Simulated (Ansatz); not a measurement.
# NaH: the cost of one run

Program: Ansatz 0.2.0. Level of theory: DFT PBE, scalar-relativistic, plane waves, PAW. These are calculated values, not measurements.

### 1 The structure to begin with

It takes space group Amm2 (No. 38, orthorhombic). Conventional cell: a = 3.222 Å, b = 4.128 Å, c = 5.377 Å, α = 90.00°, β = 90.00°, γ = 90.00°. Na (site symmetry mm2) is surrounded by 3 H at 2.05 to 2.16 Å. Around H (site symmetry mm2) lie 3 Na at 2.05 to 2.16 Å.

As a file:

```xyz
2
Lattice="3.2225 0.0000 0.0000 0.0000 2.0642 2.6885 0.0000 -2.0642 2.6885" Properties=species:S:1:pos:R:3 pbc="T T T"
Na    1.6112    0.0000    3.1223
H     1.6112    0.0000    1.0739
```

The cell is invented: random cell by space group and Wyckoff sites (Amm2, No. 38). The dimensions are guesses.

### 2 The guess as it stands, on a coarse mesh

File input.yaml:

```yaml
crystal:
  lattice:
    - [3.22248768, 0.0, 0.0]
    - [0.0, 2.06420959, 2.68852935]
    - [0.0, -2.06420959, 2.68852935]
  atoms:
    - { symbol: Na, position: [0.5, 0.58067558, 0.58067558] }
    - { symbol: H, position: [0.5, 0.19972207, 0.19972207] }
basis:
  ecutwfc: 420
kpoints:
  mp_grid: { grid: [6, 6, 6] }
hamiltonian:
  xc: pbe
scf:
  occupations: { method: gaussian, width: 0.1 }
  lower_state_search: "off"
output:
  forces: true
  stress: true
  eigenvalues: true
```

Command:

```console
$ ansatz run input.yaml --threads 1 --pin off --max-ram 2048MiB --backend cpu --events-out ev --progress --plain --runs-dir out
```

Q: Estimate wall time and peak memory on 1 thread of Arm Neoverse V2, shared host.

About 1.4 s, with a peak of 0.34 GiB.
